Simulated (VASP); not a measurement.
# The (1 1 0) face of InPd: relaxation and electronic structure, part 4 of 4

Aim: model the (1 1 0) face of InPd by a slab and find how far its highest filled level lies below the vacuum. The start is a computed cell from the Materials Project.

VASP 6.6.1; PBE; plane waves and PAW (In, Pd).

So far. Step 3 (Relaxing the slab): The run ended after 14 ionic steps, 0.127 eV below its first step, once the forces on the free atoms met EDIFFG = -0.03. Step 4 (Vacuum level and density of states): The vacuum level lies 4.42 eV above the Fermi level at the upper face; the two faces differ by 0.26 eV, the step that the slab's dipole of -0.022 e·Å makes.

### Step 6. Tunnelling image, empty states within 0.5 eV

A partial density over this window, at constant height above the top atom, is the Tersoff-Hamann picture of a tunnelling image.

The input, INCAR:

```
SYSTEM = InPd
PREC = Normal
ENCUT = 300
EDIFF = 1E-05
NELM = 120
ISMEAR = 0
SIGMA = 0.1
LREAL = .FALSE.
ALGO = Fast
GGA = PE
NBANDS = 56
LASPH = .TRUE.
LWAVE = .FALSE.
LCHARG = .FALSE.
ISTART = 1
LPARD = .TRUE.
NBMOD = -3
EINT = 0 0.5
LSEPB = .FALSE.
LSEPK = .FALSE.
```

The input, POSCAR:

```
InPd
1.0
    3.2718847800      0.0000000000      0.0000000000
    0.0000000000      4.6271438304      0.0000000000
    0.0000000000      0.0000000000     24.2542876608
In Pd
5 5
Direct
    0.0000000000      0.5000000000      0.3092236800
    0.0000000000      0.0000000000      0.4046118400
    0.0000000000      0.5000000000      0.5006165969
    0.0000000000      0.0000000000      0.6010452356
    0.0000000000      0.5000000000      0.7038749210
    0.5000000000      0.0000000000      0.3092236800
    0.5000000000      0.5000000000      0.4046118400
    0.5000000000      0.0000000000      0.5031878040
    0.5000000000      0.5000000000      0.5943151881
    0.5000000000      0.0000000000      0.6924381963
```

The input, KPOINTS:

```
Automatic mesh
0
Gamma
8 6 1
0 0 0
```

PAW data sets: In and Pd (PBE family, release 64).

The run starts from files that an earlier step left in the folder.

On the command line:

```
> mpirun -np 2 vasp_std
```

The log of the run:

```text
[banner, memory and clock lines left out]
 POSCAR found type information on POSCAR InPd
 POSCAR found :  2 types and      10 ions
 LDA part: xc-table for (Slater+PW92), standard interpolation
 found WAVECAR, reading the header
 POSCAR, INCAR and KPOINTS ok, starting setup
 FFT: planning ... GRIDC
 FFT: planning ... GRID_SOFT
 FFT: planning ... GRID
 reading WAVECAR
 the WAVECAR file was read successfully
Calculating partial charge density.
NDMOD =  -3
Energy range w.r.t. Fermi energy from INCAR:    0.000   0.500
Efermi =    1.713
No KPOINTS given: use all of them.

NBMOD is set to  -3
Selected energy range (EINT)    1.7131   2.2131
Selected all k-points to calculate charge density.
k-point no.    1; bands inside the range    0

k-point no.    2; bands inside the range    1
  33
k-point no.    3; bands inside the range    1
  31
k-point no.    4; bands inside the range    0

k-point no.    5; bands inside the range    1
  33
k-point no.    6; bands inside the range    0

k-point no.    7; bands inside the range    1
  34
k-point no.    8; bands inside the range    1
  32
k-point no.    9; bands inside the range    1
  32
k-point no.   10; bands inside the range    1
  33
k-point no.   11; bands inside the range    1
  35
k-point no.   12; bands inside the range    0

k-point no.   13; bands inside the range    2
  33  34
k-point no.   14; bands inside the range    1
  34
k-point no.   15; bands inside the range    2
  34  35
k-point no.   16; bands inside the range    2
  34  35
k-point no.   17; bands inside the range    1
  34
k-point no.   18; bands inside the range    0

k-point no.   19; bands inside the range    1
  34
k-point no.   20; bands inside the range    0

[... 3 parts as in an earlier step ...]
```

It took 1.2 s on 2 MPI ranks of Intel Xeon 6975P-C (Granite Rapids), shared host; 1.6 s of CPU time.

OUTCAR, selected parts (step 6):

```text
   NELECT =      65.0000    total number of electrons

[... 8 parts as in an earlier step ...]

[... 2 further parts left out ...]
```

Local density of states in the window along a and b. Constant height, 2.5 Å above the top atom.

Ten even steps from '_' (3.18 × 1e-4 e/Å³) to '@' (9.06 × 1e-4 e/Å³), each cell a mean:
```
______________________..............____________________
____________________..................__________________
________..........................................______
........................................................
::::::::::::::::::::::::::......::::::::::::::::::::::::
========----------::::::::::::::::::::::----------======
++++++++++========----------::----------========++++++++
######******++++======--------------======++++******####
%%%%%%%%####****++++==================++++****####%%%%%%
@@@@@@%%%%%%##****++++++==========++++++****##%%%%%%@@@@
@@@@@@@@%%%%####****++++==========++++****####%%%%@@@@@@
@@@@@@@@%%%%####**++++++==========++++++**####%%%%@@@@@@
@@@@%%%%%%####****++++==============++++****####%%%%%%@@
##########****++++======----------======++++****########
********++++++======------------------======++++++******
============----------::::::::::::::----------==========
------------::::::::::::::::::::::::::::::::::----------
::::::::::::::..............................::::::::::::
........................................................
________________..........................______________
____________________..................__________________
______________________..............____________________
```
Columns: along a (fractional) from 0 to 0.964; rows upwards: along b (fractional) from 0 to 0.975.

Partial charge density in the ca plane at fractional y = 0.000, with atoms of In and Pd within 0.2 Å of it. It is the smooth field of the valence electrons, not physical close to the nuclei.

Ten steps, logarithmic in the rise over the least value, from '0' (-0.25 × 1e-2 Å⁻³) to '9' (9.30 × 1e-2 Å⁻³), each cell a mean:
```
22222222222222333444444455424554444444542355
22222222222222334445565445545554455445555554
22222222222222334567887444555445677655555544
22222222222223334568998544444456899865555444
22222222222223334567998544454456788765555544
22222222222222334456776444555545566555555554
22222222222222333444444445444554444445544454
22222222222222333444434455313454444444430345
```
Columns run along c (16.0 Å, from fractional 0.00 to 0.66 of the cell), rows up along a (3.3 Å). Atoms in or near the plane, at fractional coordinates: In at (0.40, 0.00), In at (0.60, 0.00), Pd at (0.31, 0.50), Pd at (0.50, 0.50).

Shared out to the nearest atoms, the partial charge density (by size) has 60 % on Pd; its largest share on one atom is 14 % (Pd10), and it takes 7 of the 10 atoms to pass 80 %.

Between its 5th and 95th percentile the partial density varies by a factor of 2.5, which sets the contrast of the image.

### Step 7. Putting the energies together

This step: slab, PBE; plane waves and PAW (VASP 6.6.1).

This step runs nothing: it gathers the runs above.

This step gave:

| Quantity | Value |
| --- | --- |
| surface energy, as cut | 0.7937 J/m² |
| relaxation gain | 0.1340 J/m² |
| surface energy, relaxed | 0.6596 J/m² |

The surface energy as cut is the slab's energy at the first step, less 10 times the bulk energy an atom (-4.3940 eV), over twice the area of 15.14 Å².

### Step 8. Slab, other settings: ENCUT = 700

This step: PBE; plane waves and PAW (In, Pd) (VASP 6.6.1).

The run is repeated with some settings moved, to see what they change.

The input, INCAR:

```
SYSTEM = InPd
PREC = Normal
ENCUT = 700
EDIFF = 1E-06
NELM = 120
ISMEAR = 0
SIGMA = 0.1
LREAL = .FALSE.
ALGO = Fast
GGA = PE
NBANDS = 42
LASPH = .TRUE.
LORBIT = 11
LWAVE = .FALSE.
LCHARG = .FALSE.
KPAR = 2
IDIPOL = 3
LDIPOL = .TRUE.
DIPOL = 0.5 0.5 0.502
LVHAR = .TRUE.
LVACPOTAV = .TRUE.
```

The input, POSCAR:

```
InPd
1.0
    3.2718847800      0.0000000000      0.0000000000
    0.0000000000      4.6271438304      0.0000000000
    0.0000000000      0.0000000000     24.2542876608
In Pd
5 5
Selective dynamics
Direct
    0.0000000000      0.5000000000      0.3092236800  F F F
    0.0000000000      0.0000000000      0.4046118400  F F F
    0.0000000000      0.5000000000      0.5006165969  T T T
    0.0000000000      0.0000000000      0.6010452356  T T T
    0.0000000000      0.5000000000      0.7038749210  T T T
    0.5000000000      0.0000000000      0.3092236800  F F F
    0.5000000000      0.5000000000      0.4046118400  F F F
    0.5000000000      0.0000000000      0.5031878040  T T T
    0.5000000000      0.5000000000      0.5943151881  T T T
    0.5000000000      0.0000000000      0.6924381963  T T T
```

KPOINTS is that of step 6.

On the command line:

```
> mpirun -np 2 vasp_std
```

The log of the run:

```text
[... set-up lines as in an earlier step ...]
 entering main loop
       N       E                     dE             d eps       ncg     rms          rms(c)
DAV:   1     0.448071690504E+03    0.44807E+03   -0.29756E+04  1680   0.158E+03
DAV:   2    -0.135166592186E+02   -0.46159E+03   -0.42564E+03  1952   0.269E+02
DAV:   3    -0.427523894195E+02   -0.29236E+02   -0.28082E+02  2060   0.637E+01
DAV:   4    -0.437087924374E+02   -0.95640E+00   -0.94688E+00  2198   0.111E+01
DAV:   5    -0.437378468784E+02   -0.29054E-01   -0.28992E-01  2190   0.196E+00    0.126E+01
RMM:   6    -0.430144858826E+02    0.72336E+00   -0.12630E+00  1875   0.527E+00    0.678E+00
RMM:   7    -0.541410097061E+02   -0.11127E+02   -0.54883E+00  2259   0.543E+00    0.212E+01
RMM:   8    -0.427197308310E+02    0.11421E+02   -0.33828E+00  2126   0.609E+00    0.223E+00
RMM:   9    -0.427625561138E+02   -0.42825E-01   -0.61958E-01  1945   0.293E+00    0.217E+00
RMM:  10    -0.425805724525E+02    0.18198E+00   -0.13468E-01  1887   0.158E+00    0.106E+00
RMM:  11    -0.425621670876E+02    0.18405E-01   -0.30138E-02  1953   0.700E-01    0.723E-01
RMM:  12    -0.425534824723E+02    0.86846E-02   -0.17060E-02  1928   0.445E-01    0.401E-01
RMM:  13    -0.425510421221E+02    0.24404E-02   -0.12408E-02  1968   0.324E-01    0.207E-01
RMM:  14    -0.425499484992E+02    0.10936E-02   -0.27483E-03  2040   0.175E-01    0.113E-01
RMM:  15    -0.425496404111E+02    0.30809E-03   -0.74061E-04  2105   0.829E-02    0.831E-02
RMM:  16    -0.425494130118E+02    0.22740E-03   -0.38051E-04  1923   0.735E-02    0.371E-02
RMM:  17    -0.425493811082E+02    0.31904E-04   -0.23225E-04  1961   0.417E-02    0.172E-02
RMM:  18    -0.425494389372E+02   -0.57829E-04   -0.72630E-05  2090   0.235E-02    0.254E-02
RMM:  19    -0.425495015976E+02   -0.62660E-04   -0.59108E-05  1966   0.190E-02    0.159E-02
RMM:  20    -0.425495335968E+02   -0.31999E-04   -0.26019E-05  1892   0.160E-02    0.827E-03
RMM:  21    -0.425496367809E+02   -0.10318E-03   -0.72901E-06  1638   0.946E-03    0.817E-03
RMM:  22    -0.425496749207E+02   -0.38140E-04   -0.44850E-06  1502   0.675E-03    0.285E-03
RMM:  23    -0.425497492954E+02   -0.74375E-04   -0.41775E-06  1409   0.449E-03    0.359E-03
RMM:  24    -0.425497653077E+02   -0.16012E-04   -0.93545E-07  1172   0.243E-03    0.268E-03
RMM:  25    -0.425497726325E+02   -0.73249E-05   -0.49158E-07  1019   0.198E-03    0.129E-03
RMM:  26    -0.425497744317E+02   -0.17992E-05   -0.15920E-07   732   0.129E-03    0.750E-04
RMM:  27    -0.425497752495E+02   -0.81781E-06   -0.15568E-07   837   0.136E-03
 [... a notice as in an earlier step ...]

   1 F= -.42549775E+02 E0= -.42537914E+02  d E =-.237223E-01
```

Elapsed: 2.5 min, on 2 MPI ranks; peak memory 1.2 GiB.

OUTCAR, selected parts (step 8):

```text
   ENCUT  =  700.0 eV  51.45 Ry    7.17 a.u.   7.06  9.98 52.32*2*pi/ulx,y,z

   NELECT =      65.0000    total number of electrons

 dipolmoment           0.000000      0.000000     -0.021548 electrons x Angstroem

 E-fermi :   1.7118

 k-point     1 :       0.0000    0.0000    0.0000
  band No.  band energies     occupation
    ...
     29      -0.1438      2.00000
     30       0.0119      2.00000
     31       0.4378      2.00000
     32       0.5271      2.00000
     33       1.5957      1.89955
     34       2.8839      0.00000
     35       3.6081      0.00000
     36       3.9726      0.00000
     37       4.2550      0.00000
     38       4.3899      0.00000
    ...

  Total       -2.2734993     -3.9963491      0.8099068      0.0000000      0.0000000      0.0000000
  in kB       -9.9198678    -17.4371088      3.5338338      0.0000000      0.0000000      0.0000000
  external PRESSURE =      -7.9410476 kB  Pullay stress =       0.0000000 kB

 POSITION                                       TOTAL-FORCE (eV/Angst)
 -----------------------------------------------------------------------------------
      0.00000      2.31357      7.50000         0.000000      0.000000     -0.765468
      0.00000      0.00000      9.81357         0.000000      0.000000     -0.122785
      0.00000      2.31357     12.14210         0.000000      0.000000      0.004222
      0.00000      0.00000     14.57792         0.000000      0.000000      0.002257
      0.00000      2.31357     17.07198         0.000000      0.000000     -0.027805
      1.63594      0.00000      7.50000         0.000000      0.000000      0.396512
      1.63594      2.31357      9.81357         0.000000      0.000000      0.488903
      1.63594      0.00000     12.20446         0.000000      0.000000     -0.002635
      1.63594      2.31357     14.41469         0.000000      0.000000      0.015571
      1.63594      0.00000     16.79460         0.000000      0.000000      0.011227
 -----------------------------------------------------------------------------------
    total drift:                                0.000000      0.000000     -0.000282

  FREE ENERGIE OF THE ION-ELECTRON SYSTEM (eV)
  ---------------------------------------------------
  free  energy   TOTEN  =       -42.5497752495 eV

  energy  without entropy=      -42.5260529740  energy(sigma->0) =      -42.53791411

 vacuum level on the upper side and lower side of the slab         6.143         6.401

[... 5 parts as in an earlier step ...]

[... 11 further parts left out ...]
```

Numbers from this step:

```yaml
free_energy_toten: -42.55 eV
energy_at_zero_smearing: -42.54 eV
fermi_energy: 1.712 eV
dipole_moment: 0, 0, -0.02155 e·Å
vacuum_levels: 6.143, 6.401 eV
work_functions_of_the_upper_and_lower_face: 4.431, 4.689 eV
```

Force by atom:

```csv
atom,x (eV/Å),y (eV/Å),z (eV/Å),size
In1,0.000,0.000,-0.765,0.765
In2,0.000,0.000,-0.123,0.123
In3,0.000,0.000,0.004,0.004
In4,0.000,0.000,0.002,0.002
In5,0.000,0.000,-0.028,0.028
Pd6,0.000,0.000,0.397,0.397
Pd7,0.000,0.000,0.489,0.489
Pd8,0.000,0.000,-0.003,0.003
Pd9,0.000,0.000,0.016,0.016
Pd10,0.000,0.000,0.011,0.011
```

Settings moved on purpose: ENCUT = 700.

Against the run that it repeats, NBANDS also differs.

The two runs compared:

```csv
quantity,this run,the run it repeats,difference
energy at zero smearing (eV),-42.538,-42.567,0.0288
free energy (TOTEN) (eV),-42.550,-42.579,0.0288
Fermi energy (eV),1.7118,1.7131,-0.00130
```

The total energy moves by 2.9 meV an atom.

### Step 9. Results

```yaml
surface_energy_relaxed: 0.660 J/m²
surface_energy_as_cut: 0.794 J/m²
work_function_of_the_slab: 4.42 eV
```

**Reading.** The work function is 4.42 eV at the upper face and 4.68 eV at the lower, which was held as cut. The surface costs 0.66 J/m²; for a metal this figure can move by about 0.1 J/m² with the k mesh. Relaxing the upper layers lowers the surface energy from 0.79 to 0.66 J/m². The value as cut is the mean over both faces, and the gain of the relaxation is booked to the faces that were free. The atom that ends on top (In) moved outwards by 0.32 Å. The cell in the plane was kept as given and was not relaxed here.

[Lines on the potential files, build, host, timing and source positions are cut from VASP's logs without a mark.]

[Logs are printed without paths, hosts, clocks, repeated set-up lines and the standing remarks that a program may print on its own settings, such as how far it seeks lower states.]

[Hosts, paths, dates, database ids (printed as entryN), source tags and the programs' standing remarks are cut or masked in the printed files.]

[In band tables of VASP the shares of atoms and orbitals are scaled to a sum of 1 inside the atoms' spheres.]

[Runs that stopped without an error message from VASP are left out.]
